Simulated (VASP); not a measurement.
# GaN (P6_3mc) in VASP: a series of runs

One crystal, GaN, is run at these levels: r2SCAN, PBEsol; tasks: relaxation of cell and atoms.

Everything below comes from runs of VASP 6.6.1. Logs are shortened: lines on timing, memory, paths and dates and some standing lists are left out, and cuts for length are marked.

**1. Starting point**

Symmetry: P6_3mc, No. 186, hexagonal system. Conventional cell: a = 3.180 Å, b = 3.180 Å, c = 5.166 Å, α = 90.00°, β = 90.00°, γ = 120.00°. Ga (site symmetry 3m) is surrounded by 4 N at 1.94 to 1.95 Å. N (site symmetry 3m) is surrounded by 4 Ga at 1.94 to 1.95 Å.

**2. Relaxation of cell and atoms, r2SCAN**

INCAR reads:

```
SYSTEM = GaN
ALGO = Normal
EDIFF = 1E-6
EDIFFG = -0.01
ENCUT = 600
IBRION = 2
ISIF = 3
ISMEAR = 0
LASPH = .True.
LCHARG = .False.
LMIXTAU = .True.
LREAL = .False.
LWAVE = .False.
METAGGA = R2SCAN
NELM = 80
NSW = 90
PREC = Accurate
SIGMA = 0.03
```

KPOINTS reads:

```
k-points
0
Gamma
  12 12 5
  0 0 0
```

POSCAR reads:

```
GaN
1.0
    3.1800000000      0.0000000000      0.0000000000
   -1.5900000000      2.7539607840      0.0000000000
    0.0000000000      0.0000000000      5.1660000000
Ga N
2 2
Direct
    0.3333333333      0.6666666667      0.0000000000
    0.6666666667      0.3333333333      0.5000000000
    0.3333333333      0.6666666667      0.3750000000
    0.6666666667      0.3333333333      0.8750000000
```

Potentials or basis: VASP PAW PBE potentials, release 64 (Ga_d, N).

Run with:

```
> cat potpaw_PBE.64/Ga_d/POTCAR potpaw_PBE.64/N/POTCAR > POTCAR
> mpirun -np 1 vasp_std > vasp.out
```

OUTCAR:

```text
SYSTEM = GaN
   EDIFF = 1E-6
   EDIFFG = -0.01
   ENCUT = 600
   IBRION = 2
   ISIF = 3
   ISMEAR = 0
   LASPH = .True.
   LREAL = .False.
   METAGGA = R2SCAN
   NELM = 80
   NSW = 90
   PREC = Accurate

 ion  position               nearest neighbor table
   1  0.333  0.667  0.000-   3 1.94   4 1.95   4 1.95   4 1.95
   2  0.667  0.333  0.500-   4 1.94   3 1.95   3 1.95   3 1.95
   3  0.333  0.667  0.375-   1 1.94   2 1.95   2 1.95   2 1.95
   4  0.667  0.333  0.875-   2 1.94   1 1.95   1 1.95   1 1.95

  LATTYP: Found a hexagonal cell.
 ALAT       =     3.1800000000
 C/A-ratio  =     1.6245283019

  Lattice vectors:

 A1 = (   3.1800000000,   0.0000000000,   0.0000000000)
 A2 = (  -1.5900000000,   2.7539607840,   0.0000000000)
 A3 = (   0.0000000000,   0.0000000000,   5.1660000000)

Analysis of symmetry for initial positions (statically):
=====================================================================
 Subroutine PRICEL returns:
 Original cell was already a primitive cell.

 Routine SETGRP: Setting up the symmetry group for a
 hexagonal supercell.

 Subroutine GETGRP returns: Found 12 space group operations
 (whereof  6 operations were pure point group operations)
 out of a pool of 24 trial point group operations.

The static configuration has the point symmetry C_3v.
 The point group associated with its full space group is C_6v.

Analysis of symmetry for dynamics (positions and initial velocities):
=====================================================================
 Subroutine PRICEL returns:
 Original cell was already a primitive cell.

 Routine SETGRP: Setting up the symmetry group for a
 hexagonal supercell.

 Subroutine GETGRP returns: Found 12 space group operations
 (whereof  6 operations were pure point group operations)
 out of a pool of 24 trial point group operations.

The dynamic configuration has the point symmetry C_3v.
 The point group associated with its full space group is C_6v.

 Subroutine INISYM returns: Found 12 space group operations
 (whereof  6 operations are pure point group operations),
 and found     1 'primitive' translations

----------------------------------------------------------------------------------------

                                     Primitive cell

  volume of cell :      45.2417

  direct lattice vectors                    reciprocal lattice vectors
     3.180000000  0.000000000  0.000000000     0.314465409  0.181556688  0.000000000
    -1.590000000  2.753960784  0.000000000     0.000000000  0.363113377  0.000000000
     0.000000000  0.000000000  5.166000000     0.000000000  0.000000000  0.193573364

  length of vectors
     3.180000000  3.180000000  5.166000000     0.363113377  0.363113377  0.193573364

  position of ions in fractional coordinates (direct lattice)
     0.333333333  0.666666667  0.000000000
     0.666666667  0.333333333  0.500000000
     0.333333333  0.666666667  0.375000000
     0.666666667  0.333333333  0.875000000

  ion indices of the primitive-cell ions
   primitive index   ion index
                 1           1
                 2           2
                 3           3
                 4           4

----------------------------------------------------------------------------------------

 KPOINTS: k-points

Automatic generation of k-mesh.
 Grid dimensions read from file:
 generate k-points for:   12   12    5

 Generating k-lattice:

  Cartesian coordinates                     Fractional coordinates (reciprocal lattice)
     0.026205451  0.015129724  0.000000000     0.083333333  0.000000000  0.000000000
     0.000000000  0.030259448  0.000000000     0.000000000  0.083333333  0.000000000
     0.000000000  0.000000000  0.038714673     0.000000000  0.000000000  0.200000000

  Length of vectors
     0.030259448  0.030259448  0.038714673

  Shift w.r.t. Gamma in fractional coordinates (k-lattice)
     0.000000000  0.000000000  0.000000000

 Subroutine IBZKPT returns following result:
 ===========================================

 Found     57 irreducible k-points:

 Following reciprocal coordinates:
            Coordinates               Weight
  0.000000  0.000000  0.000000      1.000000
  0.083333  0.000000  0.000000      6.000000
  0.166667 -0.000000  0.000000      6.000000
  0.250000  0.000000  0.000000      6.000000
  0.333333  0.000000  0.000000      6.000000
  0.416667  0.000000  0.000000      6.000000
[... 16 lines left out ...]
  0.250000  0.000000  0.200000     12.000000
  0.333333  0.000000  0.200000     12.000000
 [... further k-points ...]
   k-points           NKPTS =     57   k-points in BZ     NKDIM =     57   number of bands    NBANDS=     22
   number of dos      NEDOS =    301   number of ions     NIONS =      4
   total plane-waves  NPLWV =  32928
   dimension x,y,z NGX =    28 NGY =   28 NGZ =   42
   dimension x,y,z NGXF=    56 NGYF=   56 NGZF=   84
   ions per type =               2   2
   NGX,Y,Z   is equivalent  to a cutoff of  14.64, 14.64, 13.52 a.u.
   NGXF,Y,Z  is equivalent  to a cutoff of  29.28, 29.28, 27.03 a.u.
 SYSTEM =  GaN
   PREC   = accura    normal or accurate (medium, high low for compatibility)
   ISTART =      0    job   : 0-new  1-cont  2-samecut
   ICHARG =      2    charge: 1-file 2-atom 10-const
   ISPIN  =      1    spin polarized calculation?
   LNONCOLLINEAR =      F non collinear calculations
   LSORBIT =      F    spin-orbit coupling
   LASPH  =      T    aspherical Exc in radial PAW
   ENCUT  =  600.0 eV  44.10 Ry    6.64 a.u.   6.35  6.35 10.32*2*pi/ulx,y,z
   NELM   =     80;   NELMIN=  2; NELMDL= -5     # of ELM steps
   EDIFF  = 0.1E-05   stopping-criterion for ELM
   LREAL  =      F    real-space projection
   EDIFFG = -.1E-01   stopping-criterion for IOM
   NSW    =     90    number of steps for IOM
   IBRION =      2    ionic relax: 0-MD 1-quasi-New 2-CG
   NFREE  =      1    steps in history (QN), initial steepest desc. (CG)
   ISIF   =      3    stress and relaxation
   ISYM   =      2    0-nonsym 1-usesym 2-fastsym
   POTIM  = 0.5000    time-step for ionic-motion
   TEBEG  =    0.0;   TEEND  =   0.0 temperature during run
   PSTRESS=    0.0 pullay stress
   NELECT =      36.0000    total number of electrons
   NUPDOWN=      -1.0000    fix difference up-down
   EMIN   =  10.00;   EMAX   =-10.00  energy-range for DOS
   EFERMI =   0.00;   METHOD = LEGACY
   ISMEAR =     0;   SIGMA  =   0.03  broadening in eV -4-tet -1-fermi 0-gaus
   EFERMI_NEDOS =   21; number of points for ismear=-14 and -15
   IALGO  =     38    algorithm
   IMIX   =      4    mixing-type and parameters
     AMIX     =   0.40;   BMIX     =  1.00
     AMIX_MAG =   1.60;   BMIX_MAG =  1.00
  volume/ion in A,a.u.               =      11.31        76.33
  Fermi-wavevector in a.u.,A,eV,Ry     =   1.517036  2.866782 31.312427  2.301398
  Thomas-Fermi vector in A             =   2.626345
   LORBIT       =      0    0 simple, 1 ext, 2 COOP (PROOUT), +10 PAW based schemes
   METAGGA = R2SCAN    functional components
   LHFCALC =     F    Hartree Fock is set to
   AEXX    =    0.0000 exact exchange contribution
   IVDW    =     0    specifies the selected vdW correction
   LEPSILON=     F    determine dielectric tensor
   LRPA    =     F    only Hartree local field effects (RPA)
 conjugate gradient relaxation of ions
 non-spin polarized calculation
 Gauss-broadening in eV      SIGMA  =   0.03
  energy-cutoff  :      600.00
  volume of cell :       45.24
 maximum number of plane-waves:      1529
 NGX is ok and might be reduce to    28
   NGX = 13   NGY = 13   NGZ = 21

--------------------------------------- Ionic step        1  -------------------------------------------

 number of electron      35.9999995 magnetization

 Free energy of the ion-electron system (eV)
  ---------------------------------------------------
  ext. energy  EPLUGINS =         0.00000000
  ---------------------------------------------------
  free energy    TOTEN  =       -43.81801855 eV

  energy without entropy =      -43.81801855  energy(sigma->0) =      -43.81801855

------------------------ aborting loop because EDIFF is reached ----------------------------------------

  FORCE on cell =-STRESS in cart. coord.  units (eV):
  Direction    XX          YY          ZZ          XY          YZ          ZX
  --------------------------------------------------------------------------------------
  -------------------------------------------------------------------------------------
  Total        0.4214655      0.4214655      1.0349810      0.0000000      0.0000000      0.0000000
  in kB       14.9256527     14.9256527     36.6525083      0.0000000      0.0000000      0.0000000
  external PRESSURE =      22.1679379 kB  Pullay stress =       0.0000000 kB
[... 137 lines left out ...]
  energy  without entropy=      -43.8230996392  energy(sigma->0) =      -43.82309964

--------------------------------------- Ionic step        5  -------------------------------------------

 number of electron      35.9999997 magnetization

 Free energy of the ion-electron system (eV)
  ---------------------------------------------------
  ext. energy  EPLUGINS =         0.00000000
  ---------------------------------------------------
  free energy    TOTEN  =       -43.82314563 eV

  energy without entropy =      -43.82314563  energy(sigma->0) =      -43.82314563

 E-fermi :   5.1595     XC(G=0): -12.6306

 val. band max:        5.0422785261   @ k =   0.0000   0.0000   0.0000
 cond. band min:       7.3445683569   @ k =   0.0000   0.0000   0.0000
 fundamental gap:      2.3022898308
 Fermi energy:         5.1594594872

 k-point     1 :       0.0000    0.0000    0.0000
  band No.  band energies     occupation
      1     -11.7237      2.00000
      2     -10.7351      2.00000
      3      -8.7848      2.00000
      4      -8.7697      2.00000
      5      -8.7696      2.00000
      6      -8.7025      2.00000
[... 574 lines left out ...]
      6      -8.5592      2.00000
[... 14 lines left out ...]
     21      12.7015      0.00000
     22      13.9073      0.00000

 [... further k-points ...]

------------------------ aborting loop because EDIFF is reached ----------------------------------------

  FORCE on cell =-STRESS in cart. coord.  units (eV):
  Direction    XX          YY          ZZ          XY          YZ          ZX
  --------------------------------------------------------------------------------------
  -------------------------------------------------------------------------------------
  Total        0.0269418      0.0269418     -0.0240375      0.0000000      0.0000000     -0.0000000
  in kB        0.9437417      0.9437417     -0.8420065      0.0000000      0.0000000     -0.0000000
  external PRESSURE =       0.3484923 kB  Pullay stress =       0.0000000 kB
[... 19 lines left out ...]
  FREE ENERGIE OF THE ION-ELECTRON SYSTEM (eV)
  ---------------------------------------------------
  free  energy   TOTEN  =       -43.8231456292 eV

  energy  without entropy=      -43.8231456292  energy(sigma->0) =      -43.82314563

 reached required accuracy - stopping structural energy minimisation
```

Run time: 7.6 min. Hardware: 1 thread of Intel Xeon 6975P-C (Granite Rapids), shared host; peak memory 0.24 GiB.

What came out:

```yaml
Free_energy: -43.8231 eV
Relaxed_volume: 11.43 Å³/atom
Relaxed_cell: a = 3.188 Å, b = 3.188 Å, c = 5.196 Å, α = 90.00°, β = 90.00°, γ = 120.00°
Space_group_after_relaxing_to_0.05_Å: P6_3mc (No. 186)
Energy_gained_by_relaxing: 1.3 meV/atom
Ionic_steps: 5
Pressure_after_relaxing: 0.0 GPa
Band_gap_on_the_k_mesh: 2.30 eV, direct
```

The path:
```csv
step,energy change (eV),largest force (eV/Å),pressure (GPa),volume (Å³)
1,0.0000,0.1447,2.22,45.24
2,0.0001,0.0948,-2.18,46.27
3,-0.0051,0.0192,-0.02,45.74
4,-0.0051,0.0161,-0.08,45.75
5,-0.0051,0.0006,0.03,45.74
```

Final structure:
```
Ga N
1.0
     3.18814    0.00000    0.00000
    -1.59407    2.76101    0.00000
     0.00000    0.00000    5.19610
Ga N
2 2
Direct
  0.33333 0.66667 0.99916
  0.66667 0.33333 0.49916
  0.33333 0.66667 0.37584
  0.66667 0.33333 0.87584
```

Caveat: the PAW data sets were made with another functional, which shifts forces and pressure a little.

**3. Relaxation of cell and atoms, r2SCAN**

This run uses another cell than the first one, of 11.43 Å³/atom, 1.011 times its volume.

Changes to INCAR since step 2:

```diff
@@ -2,4 +2,4 @@
 ALGO = Normal
-EDIFF = 1E-6
-EDIFFG = -0.01
+EDIFF = 1E-7
+EDIFFG = -0.005
 ENCUT = 600
```

KPOINTS is that of step 2.

POSCAR reads:

```
GaN                                     
1.0
    3.1881447712      0.0000000000     -0.0000000000
   -1.5940723856      2.7610143628      0.0000000000
   -0.0000000000      0.0000000000      5.1960951368
  Ga              N             
     2     2
Direct
     0.3333333332999970    0.6666666667000030    0.9991606869549807
     0.6666666667000030    0.3333333332999970    0.4991606869549806
     0.3333333332999970    0.6666666667000030    0.3758393130450194
     0.6666666667000030    0.3333333332999970    0.8758393130450193
```

Potentials or basis: VASP PAW PBE potentials, release 64 (Ga_d, N).

Run with:

```
> cat potpaw_PBE.64/Ga_d/POTCAR potpaw_PBE.64/N/POTCAR > POTCAR
> mpirun -np 1 vasp_std > vasp.out
```

It took 6.5 min on 1 thread of Intel Xeon 6975P-C (Granite Rapids), shared host; peak memory 0.23 GiB.

It converged, with:

| Item | Value |
| --- | --- |
| Free energy | -43.8236 eV |
| Relaxed volume | 11.44 Å³/atom |
| Relaxed cell | a = 3.189 Å, b = 3.189 Å, c = 5.195 Å, α = 90.00°, β = 90.00°, γ = 120.00° |
| Space group after relaxing (to 0.05 Å) | P6_3mc (No. 186) |
| Energy gained by relaxing | 0.0 meV/atom |
| Ionic steps | 3 |
| Pressure after relaxing | 0.0 GPa |
| Largest force after relaxing | 0.004 eV/Å |
| Band gap on the k mesh | 2.30 eV, direct |

Forces on the atoms (eV/Å):
```
Ga   0.000  0.000 -0.004
Ga   0.000  0.000 -0.004
N    0.000  0.000  0.004
N    0.000  0.000  0.004
```

Final structure:
```cif
data_structure
_symmetry_space_group_name_H-M 'P 1'
_symmetry_Int_Tables_number 1
_cell_length_a 3.1887
_cell_length_b 3.1887
_cell_length_c 5.1950
_cell_angle_alpha 90.000
_cell_angle_beta 90.000
_cell_angle_gamma 120.000
_cell_volume 45.74
loop_
_atom_site_label
_atom_site_type_symbol
_atom_site_fract_x
_atom_site_fract_y
_atom_site_fract_z
_atom_site_occupancy
Ga1 Ga 0.33333 0.66667 0.99916 1
Ga2 Ga 0.66667 0.33333 0.49916 1
N1 N 0.33333 0.66667 0.37584 1
N2 N 0.66667 0.33333 0.87584 1
```

Levels at points of the mesh, in eV from the valence-band top:
| k point | band 16 | band 17 | band 18 | band 19 | band 20 | band 21 |
| --- | --- | --- | --- | --- | --- | --- |
| (0.00, 0.00, 0.00) | -0.04 | 0.00 | 0.00 | 2.30 | 4.78 | 9.92 |
| (0.50, 0.00, 0.00) | -2.81 | -2.23 | -1.03 | 5.57 | 6.09 | 6.53 |

Caveat: the PAW data sets were made with another functional, which shifts forces and pressure a little.

**4. Relaxation of cell and atoms, PBEsol**

INCAR reads:

```
SYSTEM = GaN
PREC = Accurate ; ENCUT = 600
EDIFF = 1E-6 ; ISMEAR = 0
SIGMA = 0.03 ; LREAL = .False.
LASPH = .True. ; NELM = 80
ALGO = Normal ; ISIF = 3
LWAVE = .False. ; LCHARG = .False.
GGA = PS ; IBRION = 2
NSW = 90 ; EDIFFG = -0.01
```

KPOINTS reads:

```
regular mesh
0
Gamma
  12 12 5
  0 0 0
```

POSCAR reads:

```
GaN
1.0
    3.1800000000      0.0000000000      0.0000000000
   -1.5900000000      2.7539607840      0.0000000000
    0.0000000000      0.0000000000      5.1660000000
Ga N
2 2
Direct
    0.3333333333      0.6666666667      0.0000000000
    0.6666666667      0.3333333333      0.5000000000
    0.3333333333      0.6666666667      0.3750000000
    0.6666666667      0.3333333333      0.8750000000
```

Run with:

```
> cat potpaw_PBE.64/Ga_d/POTCAR potpaw_PBE.64/N/POTCAR > POTCAR
> mpirun -np 1 vasp_std > vasp.out
```

It took 2.2 min on 1 thread of Intel Xeon Platinum 8559C (Emerald Rapids), shared host; peak memory 0.22 GiB.

It converged, with:

```yaml
Free_energy: -26.2718 eV
Relaxed_volume: 11.35 Å³/atom
Relaxed_cell: a = 3.180 Å, b = 3.180 Å, c = 5.184 Å, α = 90.00°, β = 90.00°, γ = 120.00°
Space_group_after_relaxing_to_0.05_Å: P6_3mc (No. 186)
Energy_gained_by_relaxing: 0.5 meV/atom
Ionic_steps: 6
Pressure_after_relaxing: 0.0 GPa
Largest_force_after_relaxing: 0.006 eV/Å
Band_gap_on_the_k_mesh: 1.91 eV, direct
```

Forces in eV/Å, atoms in the order of the input:
```
Ga   0.000  0.000 -0.006
Ga   0.000  0.000 -0.006
N    0.000  0.000  0.006
N    0.000  0.000  0.006
```

Step by step:
| step | energy change (eV) | largest force (eV/Å) | pressure (GPa) | volume (Å³) |
| --- | --- | --- | --- | --- |
| 1 | 0.0000 | 0.1309 | 0.66 | 45.24 |
| 2 | -0.0005 | 0.0880 | -0.50 | 45.54 |
| 3 | -0.0020 | 0.0103 | 0.08 | 45.40 |
| 4 | -0.0019 | 0.0049 | -0.09 | 45.41 |
| 5 | -0.0020 | 0.0059 | 0.15 | 45.37 |
| 6 | -0.0020 | 0.0064 | 0.00 | 45.39 |

Final structure:
```xyz
4
Lattice="3.1796 0.0000 0.0000 -1.5898 2.7536 0.0000 0.0000 0.0000 5.1838" Properties=species:S:1:pos:R:3 pbc="T T T"
Ga    0.0000    1.8357    5.1801
Ga    1.5898    0.9179    2.5882
N     0.0000    1.8357    1.9476
N     1.5898    0.9179    4.5394
```

Levels at points of the mesh, in eV from the valence-band top:
| k point | band 16 | band 17 | band 18 | band 19 | band 20 | band 21 |
| --- | --- | --- | --- | --- | --- | --- |
| (0.00, 0.00, 0.00) | -0.05 | 0.00 | 0.00 | 1.91 | 4.23 | 9.12 |
| (0.50, 0.00, 0.00) | -2.79 | -2.27 | -1.02 | 4.96 | 5.53 | 5.95 |

Caveat: the PAW data sets were made with another functional, which shifts forces and pressure a little.
